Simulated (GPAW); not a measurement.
Runs of GPAW 26.7.0 on TiO2. Symmetry: P4_2/mnm, No. 136, tetragonal system. Conventional cell: a = 4.600 Å, b = 4.600 Å, c = 2.959 Å, α = 90.00°, β = 90.00°, γ = 90.00°. Ti (site symmetry mmm) is surrounded by 6 O at 1.95 to 1.98 Å. Around O (site symmetry m2m) lie 3 Ti at 1.95 to 1.98 Å. The cell is a database's computed one.

| task | level | potentials or basis | U | cell | k mesh | cutoff (eV) | smearing | maxiter | optimizer | fmax | max steps | response ecut | grid spacing | other keys | gap on the mesh (eV) | pressure (GPa) | largest force (eV/Å) |
| --- | --- | --- | --- | --- | --- | --- | --- | --- | --- | --- | --- | --- | --- | --- | --- | --- | --- |
| relaxation of cell and atoms | RPBE+D3(BJ) | the program's PAW data sets (release 1.2.1) made for this functional, pw | - | relaxed | 4 × 4 × 6 | 800 | fermi-dirac 0.05 eV | 150 | BFGS | 0.05 eV/Å | 40 | - | - | - | 1.93 | -0.6 | 0.01 |
| dielectric tensor | PBEsol+U | PAW data sets generated in the run's folder for this functional, pw | Ti d U = 3 eV | as given | 5 × 5 × 7 | 550 | fermi-dirac 0.001 eV | 150 | - | - | - | 60 eV | - | - | 2.30 | - | - |
| single point | PBE | GPAW PAW data sets (gpaw-data 1.2.1), pw | - | as given | 4 × 4 × 6 | 800 | fermi-dirac 0.05 eV | 50 | - | - | - | - | - | several, not listed | 1.87 | (a) | (b) |
| relaxation of cell and atoms | MS2 | GPAW PAW data sets (gpaw-data 1.2.1), pw | - | relaxed | 4 × 4 × 6 | 800 | fermi-dirac 0.05 eV | 150 | FIRE | 0.02 eV/Å | 40 | - | - | - | 2.25 | 0.0 | - |
| band structure | PBE | GPAW PAW data sets (gpaw-data 1.2.1), fd | - | as given | 4 × 4 × 6 | - | fermi-dirac 0.05 eV | 150 | - | - | - | - | 0.16 Å | - | 1.87 | - | 0.06 |
| optical spectrum | PBEsol+U | PAW data sets generated in the run's folder for this functional, pw | Ti d U = 3 eV | as given | 5 × 5 × 7 | 550 | fermi-dirac 0.001 eV | 150 | - | - | - | 40 eV | - | - | 2.30 | - | - |
| energy-loss spectrum | PBEsol+U | PAW data sets generated in the run's folder for this functional, pw | Ti d U = 3 eV | as given | 5 × 5 × 7 | 550 | fermi-dirac 0.05 eV | 60 | - | - | - | 70 eV | - | several, not listed | 2.30 | - | - |

Alike in all rows: no spin polarisation.

Task: Estimate the missing entries.

Result: (a) 5.3; (b) 0.03.

Caveats: response on these states lacks terms of the Hamiltonian (some runs); later steps reuse the first step's grids (some runs); the long-wavelength limit can be off by several per cent where d states take part (some runs); an odd mesh through Γ misses points on the zone boundary, where band edges often lie (some runs); the PAW data sets were made with another functional, which shifts forces and pressure a little (some runs); the real-space grid adds noise to forces (some runs); spectra need much finer meshes, so this one isn't converged (some runs).
